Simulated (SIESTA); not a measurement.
Here is a SIESTA 5.4.2 calculation.

The input Cu.fdf:

```
SystemName                      Copper
SystemLabel                     Cu
NumberOfSpecies                 1
NumberOfAtoms                   1
%block ChemicalSpeciesLabel
  1  29 Cu
%endblock ChemicalSpeciesLabel

LatticeConstant                 1.0 Ang
%block LatticeVectors
     0.0000000000     1.8075000000     1.8075000000
     1.8075000000     0.0000000000     1.8075000000
     1.8075000000     1.8075000000     0.0000000000
%endblock LatticeVectors
AtomicCoordinatesFormat         Fractional
%block AtomicCoordinatesAndAtomicSpecies
     0.0000000000     0.0000000000     0.0000000000  1  Cu
%endblock AtomicCoordinatesAndAtomicSpecies

%block kgrid.MonkhorstPack
   13   0   0  0.0
    0  13   0  0.0
    0   0  13  0.0
%endblock kgrid.MonkhorstPack
XC.Functional                   GGA
XC.Authors                      PBE
PAO.BasisSize                   SZ
PAO.EnergyShift                 0.003 Ry
Mesh.Cutoff                     800 Ry
OccupationFunction              FD
ElectronicTemperature           0.05 eV
MaxSCFIterations                120
SCF.MustConverge                false
SCF.Mixer.Method                Pulay
SCF.Mixer.Weight                0.25
SCF.Mixer.History               8
SCF.DM.Tolerance                5.0e-05
SCF.H.Tolerance                 1.0e-03 eV
WriteForces                     true
Charge.Mulliken                 end
Charge.Hirshfeld                end
Charge.Voronoi                  end
SaveRho                         true
SaveElectrostaticPotential      true
BandLinesScale                  ReciprocalLatticeVectors
%block BandLines
    1    0.000000   0.000000   0.000000  \Gamma
   12    0.500000   0.000000   0.500000  X
    6    0.500000   0.250000   0.750000  W
    4    0.375000   0.375000   0.750000  K
   13    0.000000   0.000000   0.000000  \Gamma
   11    0.500000   0.500000   0.500000  L
    8    0.625000   0.250000   0.625000  U
    4    0.500000   0.250000   0.750000  W
    9    0.500000   0.500000   0.500000  L
    8    0.375000   0.375000   0.750000  K
    1    0.625000   0.250000   0.625000  U
    4    0.500000   0.000000   0.500000  X
%endblock BandLines
```

Potentials or basis: PseudoDojo 0.4 standard (PBE files), SZ (energy shift 0.003 Ry).

Run with:

```console
$ siesta Cu.fdf > Cu.out 2>&1
```

Task: Predict the pressure.

Result: 40.1 GPa.

Task: Estimate the band gap on the k mesh.

Result: None (metal or under the smearing width).

Levels at the corners of the path, in eV from the Fermi level:
```tsv
point	band 5	band 6	band 7	band 8	band 9	band 10
Γ	-14.92	-6.09	-6.09	-6.09	-5.04	-5.04
X	-8.42	-7.84	-4.35	-4.14	-4.14	9.09
W	-7.20	-6.37	-6.37	-5.15	-4.14	10.63
K	-7.68	-6.96	-5.27	-4.89	-4.39	9.01
Γ	-14.92	-6.09	-6.09	-6.09	-5.04	-5.04
L	-8.82	-6.16	-6.16	-4.32	-4.32	2.47
U	-7.68	-6.96	-5.27	-4.89	-4.39	9.01
W	-7.20	-6.37	-6.37	-5.15	-4.14	10.63
L	-8.82	-6.16	-6.16	-4.32	-4.32	2.47
K	-7.68	-6.96	-5.27	-4.89	-4.39	9.01
U	-7.68	-6.96	-5.27	-4.89	-4.39	9.01
X	-8.42	-7.84	-4.35	-4.14	-4.14	9.09
```

Caveat: the basis has no polarisation orbitals; a pressure of tens of GPa on the cell as given is suspect, and the run, the potentials or the cell itself is likely at fault; short orbitals over semicore shells can move pressures by several GPa; the basis of atomic orbitals isn't converged, which shifts pressures, moduli and gaps.
